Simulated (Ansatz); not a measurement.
**Cu: experiment and calculation**

**Measured values to compare with.**

From a printed reference work (data compilation), for a bulk crystal of Cu at 300 K: lattice constant a 3.615 Å.

The calculation used DFT PBE, scalar-relativistic, plane waves, PAW (Ansatz).

Settings: cutoff 420 eV, Γ-centred mesh 26×26×26 on the computed 1-atom cell, Gaussian smearing of 0.10 eV; no spin polarisation.

Relaxed structure:

```
CELL_PARAMETERS angstrom
0.00000 1.81484 1.81484
1.81484 0.00000 1.81484
1.81484 1.81484 0.00000
ATOMIC_POSITIONS crystal
Cu 0.50000 0.50000 0.50000
```

* Space group: Fm-3m (No. 225)
* Volume per atom: 11.95 Å³
* Energy over the standard state (uncorrected): 0.000 eV/atom
* Kohn–Sham band gap: none (metal)
* Density of states at the Fermi level: 0.3 states/eV per cell
* Orbital (Löwdin) character within 0.5 eV of the Fermi level: Cu 4s 42 %, Cu 3d 36 %, unprojected 23 %
* Bulk modulus: 141 GPa
* Its pressure derivative: 5.0
* Bader charge by site (e): Cu (1 in the cell) 0.00

Measured lattice constant a of Cu: 3.615 Å (300 K; a printed reference work (data compilation)). This calculation gives 3.630 Å (+0.4 %). The calculation is for 0 K without zero-point motion.

The cell was reached from a generator's guess, though it ends in a space group that the Crystallography Open Database lists for this formula. Löwdin shares on free-atom orbitals overweight diffuse shells.
